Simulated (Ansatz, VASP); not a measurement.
# Te in VASP and in Ansatz

INCAR

```
  PREC = Accurate
  ENCUT = 600
  EDIFF = 1E-6
  ISMEAR = -1
  SIGMA = 0.05
  LREAL = False
  LASPH = True
  NELM = 60
  ALGO = Fast
  ISIF = 3
  LWAVE = False
  LCHARG = False
  LNONCOLLINEAR = True
  MAGMOM = 0 0 0
  LORBIT = 11
  LSORBIT = True
  GGA_COMPAT = False
  GGA = PS
  IBRION = 2
  NSW = 60
  EDIFFG = -0.01
```

KPOINTS

```
regular mesh
0
Gamma
  7 7 7
```

POSCAR

```
Te
1.0
    2.3059043427      1.3313144930      1.6909537039
   -2.3059043427      1.3313144930      1.6909537039
    0.0000000000     -2.6626289860      1.6909537039
Te
1
Direct
    0.5000000000      0.5000000000      0.5000000000
```

The input input.yaml:

```yaml
crystal:
  lattice:
    - [2.3059043427, 1.331314493, 1.6909537039]
    - [-2.3059043427, 1.331314493, 1.6909537039]
    - [0.0, -2.662628986, 1.6909537039]
  atoms:
    - { symbol: Te, position: [0.5, 0.5, 0.5] }
hamiltonian:
  xc: pbesol
  pseudopotentials: { kind: paw_fr }
magnetization:
  noncollinear: true
  spin_orbit: true
kpoints:
  mp_grid: { grid: [7, 7, 7] }
scf:
  occupations: { method: fermi_dirac, width: 0.05 }
output:
  forces: true
  stress: true
  eigenvalues: true
relax:
  f_tol: 0.01
  max_steps: 40
  cell: { stress_tol: 0.05 }
```

This isn't the form of Te at room conditions, which is trigonal, of chains.

Alike in both runs: task relaxation of cell and atoms; functional PBEsol; k mesh 7 × 7 × 7; occupations fermi-dirac, width 0.05 eV; spin-orbit coupling, no magnetisation.

|  | VASP | Ansatz |
| --- | --- | --- |
| version | VASP 6.6.1 | Ansatz 0.2.0 |
| potentials or method | VASP PAW PBE potentials, release 64 (Te) | Ansatz PAW |
| plane-wave cutoff (eV) | 600 | 420 |
| valence electrons in the cell | 6 | 16 |

VASP gave:

```
gap on the k mesh at the Fermi level, each at its own relaxed structure (eV) : none
relaxed volume (Å³/atom)                                                     : 31.41
relaxed cell length with the largest relative difference (Å)                 : 3.155
energy change over the relaxation (meV/atom)                                 : -7
```

**Question.** Which values does Ansatz return?

**Answer.** gap on the k mesh at the Fermi level, each at its own relaxed structure (eV): none; relaxed volume (Å³/atom): 31.38; relaxed cell length with the largest relative difference (Å): 3.154; energy change over the relaxation (meV/atom): -7.

A gap of «none» marks a metal or a gap that the smearing closes. The two sets of potentials don't hold the same shells in valence.

Caveats: the PAW data sets were made with another functional, which shifts forces and pressure a little (VASP); the plane-wave basis is chosen anew once the cell has moved, so the energies of steps on either side of that aren't comparable (Ansatz); the PAW data sets come from PBE, with cores solved anew for the run's functional, which leaves a small shift of forces and pressure (Ansatz).
